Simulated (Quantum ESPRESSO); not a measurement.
Hf:

```
CELL_PARAMETERS angstrom
3.19670 0.00000 0.00000
-1.59835 2.76842 0.00000
0.00000 0.00000 5.05780
ATOMIC_POSITIONS crystal
Hf 0.66667 0.33333 0.75000
Hf 0.33333 0.66667 0.25000
```

| Item | Value |
| --- | --- |
| Program | Quantum ESPRESSO 7.5 |
| Task | phonons |
| Functional | PBE |
| Dispersion | D2 |
| Potentials or basis | SSSP 1.3 efficiency PBE |
| Cutoff | 816 eV |
| Density cutoff | 3265 eV |
| k mesh | 8 × 8 × 4 |
| Occupations | methfessel-paxton, width 0.272 eV |
| Spin | no spin polarisation |
| Mixing beta | 0.5 |
| Most SCF iterations | 120 |
| SCF threshold | 4e-10 Ry |

The cell and the atoms were relaxed first, to 21.30 Å³/atom (a = 3.166 Å, b = 3.166 Å, c = 4.908 Å, α = 90.00°, β = 90.00°, γ = 120.00°), and the response was taken there.

```cif
data_structure
_symmetry_space_group_name_H-M 'P 1'
_symmetry_Int_Tables_number 1
_cell_length_a 3.1661
_cell_length_b 3.1661
_cell_length_c 4.9076
_cell_angle_alpha 90.000
_cell_angle_beta 90.000
_cell_angle_gamma 120.000
_cell_volume 42.60
loop_
_atom_site_label
_atom_site_type_symbol
_atom_site_fract_x
_atom_site_fract_y
_atom_site_fract_z
_atom_site_occupancy
Hf1 Hf 0.66667 0.33333 0.75000 1
Hf2 Hf 0.33333 0.66667 0.25000 1
```

Q: Where do the zone-centre optical modes lie?

A: E2g at 15 cm⁻¹ (Raman); B1g at 110 cm⁻¹ (silent).

Optical modes at Γ, degenerate ones joined:
| cm⁻¹ | components | symmetry | active in |
| --- | --- | --- | --- |
| 15 | 2 | E2g | Raman |
| 110 | 1 | B1g | silent |

Caveat: the mesh is thin for the phonons of a metal; pairwise dispersion overbinds metals, which lowers pressure and volume.
